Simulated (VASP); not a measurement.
A calculation with VASP 6.6.1 of K (ASE script, structure from a CIF):

Contents of run.py:

```python
from ase.calculators.vasp import Vasp
from ase.dft.bandgap import bandgap
from ase.io import read

atoms = read('K.cif', primitive_cell=True, subtrans_included=False)
calc = Vasp(
    directory='calc',
    xc='pbe',
    pp='PBE',
    setups='minimal',
    prec='Accurate',
    encut=500,
    ediff=1e-06,
    ismear=0,
    sigma=0.05,
    lreal=False,
    lasph=True,
    nelm=60,
    algo='Normal',
    isif=2,
    lwave=False,
    lcharg=False,
    kpts=[6, 6, 6],
    gamma=True,
    nbands=10,
)
atoms.calc = calc

print('energy (eV):', atoms.get_potential_energy())
print('free energy (eV):', atoms.get_potential_energy(force_consistent=True))
print('forces (eV/A):')
print(atoms.get_forces())
print('stress (eV/A^3, Voigt):', atoms.get_stress())
print('Fermi level (eV):', calc.get_fermi_level())
gap, top, bottom = bandgap(calc)
print('band gap (eV):', gap, 'from (spin, k, band)', top, 'to', bottom)
```

Contents of K.cif:

```cif
data_K
_cell_length_a 4.31043949
_cell_length_b 4.31043949
_cell_length_c 4.31043949
_cell_angle_alpha 90.00000000
_cell_angle_beta 90.00000000
_cell_angle_gamma 90.00000000
_space_group_name_H-M_alt 'Pm-3m'
_space_group_name_Hall '-P 4 2 3'
_space_group_IT_number 221
loop_
_space_group_symop_operation_xyz
'x,y,z'
'-x,-y,-z'
'-y,x,z'
'y,-x,-z'
'-x,-y,z'
'x,y,-z'
'y,-x,z'
'-y,x,-z'
'x,-y,-z'
'-x,y,z'
'-y,-x,-z'
'y,x,z'
'-x,y,-z'
'x,-y,z'
'y,x,-z'
'-y,-x,z'
'z,x,y'
'-z,-x,-y'
'z,-y,x'
'-z,y,-x'
'z,-x,-y'
'-z,x,y'
'z,y,-x'
'-z,-y,x'
'-z,x,-y'
'z,-x,y'
'-z,-y,-x'
'z,y,x'
'-z,-x,y'
'z,x,-y'
'-z,y,x'
'z,-y,-x'
'y,z,x'
'-y,-z,-x'
'x,z,-y'
'-x,-z,y'
'-y,z,-x'
'y,-z,x'
'-x,z,y'
'x,-z,-y'
'-y,-z,x'
'y,z,-x'
'-x,-z,-y'
'x,z,y'
'y,-z,-x'
'-y,z,x'
'x,-z,y'
'-x,z,-y'
loop_
_atom_site_label
_atom_site_type_symbol
_atom_site_symmetry_multiplicity
_atom_site_Wyckoff_symbol
_atom_site_fract_x
_atom_site_fract_y
_atom_site_fract_z
_atom_site_occupancy
K1 K 1 a 0.0000000000 0.0000000000 0.0000000000 1
```

Potentials or basis: VASP PAW PBE potentials, release 64 (K_pv).

Launch:

```bash
$ python run.py
```

This isn't the form of K at room conditions, which is bcc.

Q: Write the same calculation in another form: native input, structure from a POSCAR.

A: As run:

INCAR

```
SYSTEM = K
PREC = Accurate
ENCUT = 500
EDIFF = 1E-6
ISMEAR = 0
SIGMA = 0.05
LREAL = .FALSE.
LASPH = .TRUE.
NELM = 60
ALGO = Fast
ISIF = 2
LWAVE = .FALSE.
LCHARG = .FALSE.
GGA = PE
NBANDS = 10
```

File KPOINTS:

```
regular mesh
0
G
  6 6 6
  0 0 0
```

File POSCAR:

```
K
1.0
    4.3104394900      0.0000000000      0.0000000000
    0.0000000000      4.3104394900      0.0000000000
    0.0000000000      0.0000000000      4.3104394900
K
1
Cartesian
    0.0000000000      0.0000000000      0.0000000000
```

Potentials or basis: VASP PAW PBE potentials, release 64 (K_pv).

Run with:

```console
$ cat potpaw_PBE.64/K_pv/POTCAR > POTCAR
$ mpirun -np 1 vasp_std > vasp.out
```

Both were run:

|  | ASE script, structure from a CIF | native input, structure from a POSCAR |
| --- | --- | --- |
| Pressure | 0.0 GPa | 0.0 GPa |
| Band gap on the k mesh | none (metal or under the smearing width) | none (metal or under the smearing width) |

Keys that steer only the numerical path or the files written may differ.
